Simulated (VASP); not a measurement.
# How SCF threshold and PAW data sets change a VASP run on ScAl3, part 2 of 2

How sensitive are energy, pressure and forces of ScAl3 to the SCF threshold and PAW data sets? The atoms are off their equilibrium sites, so that forces can be compared too. The series runs use PBE. The atoms of the start are displaced at random from the sites of a Pm-3m cell.

VASP 6.6.1, plane waves and PAW; the level of theory is named at each step.

Still holding for the runs below: The k-mesh is coarse for a metal.

So far. Step 6 (SCF threshold: EDIFF = 1E-06): Against the run before the energy stays within 0.01 meV an atom; the pressure moves by +0.11 GPa, after 13 cycles in 17 s.

### Step 7. SCF threshold: EDIFF = 1E-08

Level of this step: PBE; plane waves and PAW (Sc_sv, Al) (VASP).

Input file INCAR:

```
SYSTEM = ScAl3
PREC = Accurate
ENCUT = 400
EDIFF = 1E-08
NELM = 100
ISMEAR = -1
SIGMA = 0.05
LREAL = .FALSE.
ALGO = Normal
GGA = PE
NBANDS = 16
LASPH = .TRUE.
LORBIT = 11
LWAVE = .FALSE.
LCHARG = .FALSE.
KPAR = 4
ISIF = 2
```

Input file POSCAR:

```
ScAl3
1.0
    4.0878065700      0.0000000000      0.0000000000
    0.0000000000      4.0878065700      0.0000000000
    0.0000000000      0.0000000000      4.0878065700
Sc Al
1 3
Direct
    0.0042950000     -0.0004760000     -0.0066160000
    0.4976340000     -0.0011980000      0.5118430000
   -0.0127730000      0.5011080000      0.4991260000
    0.5001760000      0.5079810000      0.0018120000
```

Input file KPOINTS:

```
Automatic mesh
0
Gamma
5 5 5
0 0 0
```

Potentials, in the order of the species: Sc_sv and Al (PBE family, release 64).

Run with:

```bash
$ mpirun -np 4 vasp_std
```

Output:

```text
[... set-up lines as in an earlier step ...]
 entering main loop
       N       E                     dE             d eps       ncg     rms          rms(c)
[... 12 cycles as in an earlier step ...]
DAV:  13    -0.192813399489E+02    0.10999E-07   -0.25356E-06  3232   0.164E-02    0.278E-03
DAV:  14    -0.192813399408E+02    0.80938E-08   -0.80553E-07  3384   0.927E-03    0.439E-04
DAV:  15    -0.192813399550E+02   -0.14205E-07   -0.24073E-08  2080   0.186E-03    0.281E-04
DAV:  16    -0.192813399542E+02    0.84742E-09   -0.26500E-09  1648   0.779E-04
   1 F= -.19281340E+02 E0= -.19274099E+02  d E =-.144813E-01
```

Wall time 20 s (4 MPI ranks of Intel Xeon Platinum 8488C (Sapphire Rapids), shared host); peak memory 0.72 GiB.

Parts of OUTCAR (step 7):

```text
  Total        0.5708046      0.4872944      0.5178994     -0.0229855     -0.0170725     -0.0337037
  in kB       13.3883500     11.4295997     12.1474452     -0.5391301     -0.4004394     -0.7905274
  external PRESSURE =      12.3217983 kB  Pullay stress =       0.0000000 kB

 POSITION                                       TOTAL-FORCE (eV/Angst)
 -----------------------------------------------------------------------------------
      0.01756      4.08586      4.06076        -0.253077      0.186394      0.478232
      2.03423      4.08291      2.09232         0.042911      0.096750     -0.433014
      4.03559      2.04843      2.04033         0.239326     -0.046749     -0.081443
      2.04462      2.07653      0.00741        -0.029159     -0.236395      0.036225
 -----------------------------------------------------------------------------------
    total drift:                                0.000052     -0.000049     -0.000089

  FREE ENERGIE OF THE ION-ELECTRON SYSTEM (eV)
  ---------------------------------------------------
  free  energy   TOTEN  =       -19.2813399542 eV

  energy  without entropy=      -19.2668586282  energy(sigma->0) =      -19.27409929

[... 2 parts as in an earlier step ...]

[... 1 further part left out ...]
[key lines of the parts left out:]
E-fermi :   7.3952
```

Against the run before the energy stays within 0.01 meV an atom; the pressure moves by +0.01 GPa, after 16 cycles in 20 s.

### Step 8. The SCF threshold series as a table

This step: convergence of PBE results with the threshold; plane waves and PAW (VASP 6.6.1).

This step runs nothing: it gathers the runs above.

Differences are taken from the run with EDIFF = 1E-08. Results of the series, by row:

```tsv
setting	status	energy less the reference (meV/atom)	pressure (GPa)	largest force difference (meV/Å)	SCF cycles	wall time (s)
EDIFF = 0.01	converged	0.003685	1.024	6.241	9	11
EDIFF = 0.001	converged	-0.01527	0.8847	3.259	9	11.4
EDIFF = 1E-04	converged	4.00e-5	1.164	1.035	10	13
EDIFF = 1E-05	converged	-3.67e-4	1.105	0.954	11	14.4
EDIFF = 1E-06	converged	1.88e-4	1.219	0.138	13	17.2
EDIFF = 1E-08	converged	0	1.232	0	16	19.8
```

### Step 9. PAW data sets: minimal 64: Sc sv Al

This step: PBE; plane waves and PAW (Sc_sv, Al) (VASP 6.6.1).

Data sets differ in which electrons are valence and how hard the partial waves are.

INCAR: that of step 7 with these lines changed.

```diff
@@ -3,3 +3,3 @@
 ENCUT = 400
-EDIFF = 1E-08
+EDIFF = 1E-06
 NELM = 100
```

POSCAR is that of step 7.

KPOINTS is that of step 7.

Run with:

```bash
$ mpirun -np 4 vasp_std
```

Output:

```text
[... set-up lines as in an earlier step ...]
 entering main loop
       N       E                     dE             d eps       ncg     rms          rms(c)
[... 13 cycles as in an earlier step ...]
   1 F= -.19281340E+02 E0= -.19274099E+02  d E =-.144828E-01
```

The job ended after 17 s (4 MPI ranks; peak memory 0.71 GiB).

From OUTCAR (step 9):

```text
   NELECT =      20.0000    total number of electrons

 E-fermi :   7.3954

 k-point     1 :       0.0000    0.0000    0.0000
  band No.  band energies     occupation
    ...
      6       4.6273      2.00000
      7       4.6447      2.00000
      8       5.4630      2.00000
      9       5.4647      2.00000
     10       5.4729      2.00000
     11       8.5474      0.00000
     12       8.5522      0.00000
     13       8.5591      0.00000
     14       8.5645      0.00000
     15      11.9957      0.00000
    ...

[... 12 parts as in an earlier step ...]

[... 9 further parts left out ...]
```

This step gave:

```yaml
scf_cycles: 13
pressure: 1.219 GPa
```

The series starts at -4.8185 eV an atom and 1.22 GPa, after 13 cycles in 17 s.

### Step 10. PAW data sets: recommended 54: Sc sv Al

INCAR is that of step 9.

POSCAR is that of step 9.

KPOINTS is that of step 9.

PAW data sets: Sc_sv and Al (PBE family, release 54).

Run with:

```bash
$ mpirun -np 4 vasp_std
```

Output:

```text
[... set-up lines as in an earlier step ...]
 entering main loop
       N       E                     dE             d eps       ncg     rms          rms(c)
[... 13 cycles as in an earlier step ...]
   1 F= -.19281340E+02 E0= -.19274099E+02  d E =-.144828E-01
```

It took 17 s on 4 MPI ranks; peak memory 0.72 GiB; 66 s of CPU time.

OUTCAR, selected parts (step 10):

```text
[... 6 parts as in an earlier step ...]

[... 1 further part left out ...]
[key lines of the parts left out:]
E-fermi :   7.3954
```

With 20 valence electrons the pressure is 1.22 GPa, +0.00 GPa from the first of the series, after 13 cycles in 17 s.

### Step 11. PAW data sets: GW 64: Sc sv GW Al GW

This step: PBE; plane waves and PAW (Sc_sv_GW, Al_GW) (VASP 6.6.1).

INCAR: that of step 10 with these lines changed.

```diff
@@ -2,3 +2,3 @@
 PREC = Accurate
-ENCUT = 400
+ENCUT = 500
 EDIFF = 1E-06
```

POSCAR is that of step 10.

KPOINTS is that of step 10.

Potentials, in the order of the species: Sc_sv_GW and Al_GW (PBE family, release 64).

Run with:

```bash
$ mpirun -np 4 vasp_std
```

Output:

```text
[... set-up lines as in an earlier step ...]
 entering main loop
       N       E                     dE             d eps       ncg     rms          rms(c)
DAV:   1     0.127491626492E+03    0.12749E+03   -0.82063E+03  2256   0.110E+03
DAV:   2    -0.902419926336E+01   -0.13652E+03   -0.13173E+03  3560   0.358E+02
DAV:   3    -0.238179955844E+02   -0.14794E+02   -0.14601E+02  3440   0.100E+02
DAV:   4    -0.240299657825E+02   -0.21197E+00   -0.21096E+00  2608   0.139E+01
[...]
DAV:  11    -0.217551449618E+02    0.12796E-03   -0.12071E-03  3400   0.412E-01    0.108E-02
DAV:  12    -0.217551415879E+02    0.33739E-05   -0.68160E-05  3576   0.821E-02    0.136E-03
DAV:  13    -0.217551422677E+02   -0.67979E-06   -0.51805E-06  2456   0.199E-02
   1 F= -.21755142E+02 E0= -.21747883E+02  d E =-.145185E-01
```

Wall time 31 s (4 MPI ranks); peak memory 0.96 GiB.

Parts of OUTCAR (step 11):

```text
  Total        0.4507782      0.3672619      0.3976976     -0.0230287     -0.0169432     -0.0338353
  in kB       10.5731036      8.6142102      9.3280871     -0.5401436     -0.3974067     -0.7936135
  external PRESSURE =       9.5051336 kB  Pullay stress =       0.0000000 kB

 POSITION                                       TOTAL-FORCE (eV/Angst)
 -----------------------------------------------------------------------------------
      0.01756      4.08586      4.06076        -0.252963      0.185533      0.476600
      2.03423      4.08291      2.09232         0.042814      0.096617     -0.431882
      4.03559      2.04843      2.04033         0.239302     -0.046370     -0.080749
      2.04462      2.07653      0.00741        -0.029153     -0.235780      0.036031
 -----------------------------------------------------------------------------------
    total drift:                                0.000255     -0.000479     -0.001040

  FREE ENERGIE OF THE ION-ELECTRON SYSTEM (eV)
  ---------------------------------------------------
  free  energy   TOTEN  =       -21.7551422677 eV

  energy  without entropy=      -21.7406237968  energy(sigma->0) =      -21.74788303

[... 1 part as in an earlier step ...]

[... 2 further parts left out ...]
[key lines of the parts left out:]
E-fermi :   7.2867
```

With 20 valence electrons the pressure is 0.95 GPa, -0.27 GPa from the first of the series, after 13 cycles in 31 s.

### Step 12. The PAW data sets series as a table

This step: convergence of PBE results with the datasets; plane waves and PAW (VASP 6.6.1).

No new run; the numbers come from the runs before.

Differences are taken from the run with minimal 64: Sc_sv Al. Results of the series, by row:

```tsv
setting	status	pressure (GPa)	largest force difference (meV/Å)	SCF cycles	wall time (s)
minimal 64: Sc_sv Al, 400 eV	converged	1.219	0	13	16.8
recommended 54: Sc_sv Al, 400 eV	converged	1.219	0	13	17.2
gw 64: Sc_sv_GW Al_GW, 500 eV	converged	0.9505	1.494	13	31
```

### Step 13. Outcome

```yaml
scf_threshold_from_which_the_energy_stays_within_10_mev_atom_of_the_reference: EDIFF = 0.01
scf_threshold_from_which_the_energy_stays_within_1_mev_atom_of_the_reference: EDIFF = 0.01
scf_threshold_from_which_the_pressure_stays_within_0p2_gpa_of_the_reference: EDIFF = 1E-04
spread_of_the_pressure_over_the_scf_threshold: 0.348 GPa
spread_of_the_energy_over_the_scf_threshold: 0.0190 meV/atom
spread_of_the_pressure_over_the_paw_data_sets: 0.269 GPa
```

In words: From EDIFF = 0.01 on, the energy stays within 1 meV an atom of the reference, at 56 % of its time. The pressure holds within 0.2 GPa from EDIFF = 1E-04 on. The loosest stop saves 7 of 16 cycles and costs +0.0 meV an atom, -0.21 GPa, 6.2 meV/Å in forces. The choice of data set moves the pressure between 0.95 GPa (gw 64: Sc_sv_GW Al_GW) and 1.22 GPa (minimal 64: Sc_sv Al); the cutoffs differ too (400 and 500 eV). Data sets differ in their zero of energy, so energies are not compared.

[Lines on the potential files, build, host, timing and source positions are cut from VASP's logs without a mark.]

[Logs are printed without paths, hosts, clocks, repeated set-up lines and the standing remarks that a program may print on its own settings, such as how far it seeks lower states.]

[Hosts, paths, dates, database ids (printed as entryN), source tags and the programs' standing remarks are cut or masked in the printed files.]

[A measured line is paired with the nearest computed mode of its activity, which favours agreement.]
